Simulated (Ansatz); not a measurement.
Gd in Ansatz: the effect of functional

Crystal: Gd.

```
CELL_PARAMETERS angstrom
-2.02500 2.02500 2.02500
2.02500 -2.02500 2.02500
2.02500 2.02500 -2.02500
ATOMIC_POSITIONS crystal
Gd 0.00000 0.00000 0.00000
```

This isn't the form of Gd at room conditions, which is hcp.

Alike in all runs:

```yaml
Program: Ansatz 0.2.0
Task: band structure
Potentials_or_basis: Ansatz PAW
k_mesh: 7 × 7 × 7
Occupations: fermi-dirac, width 0.05 eV
Spin: collinear spin, ferromagnetic start
Starting_moments: "[7.0] μB"
```

| functional | cutoff | pressure (GPa) | moment (μB) |
| --- | --- | --- | --- |
| PBEsol | 420 eV (not typed: the program's choice for these potentials) | -2.4 | 7.62 |
| RPBE | 420 eV (not typed: the program's choice for these potentials) | 1.7 | 7.65 |
| revPBE | 420 eV (not typed: the program's choice for these potentials) | 1.2 | 7.64 |
| BLYP | 420 eV (not typed: the program's choice for these potentials) | 1.1 | 7.47 |
| r2SCAN | 500 eV (not typed: the program's choice for these potentials) | ? | ? |

**Question.** What does the run with functional r2SCAN give?

**Answer.** Pressure 0.7 GPa; moment 7.89 μB.

Caveats: the PAW data sets come from PBE, with cores solved anew for the run's functional, which leaves a small shift of forces and pressure; the magnetic or orbital state may not be the lowest (some runs).
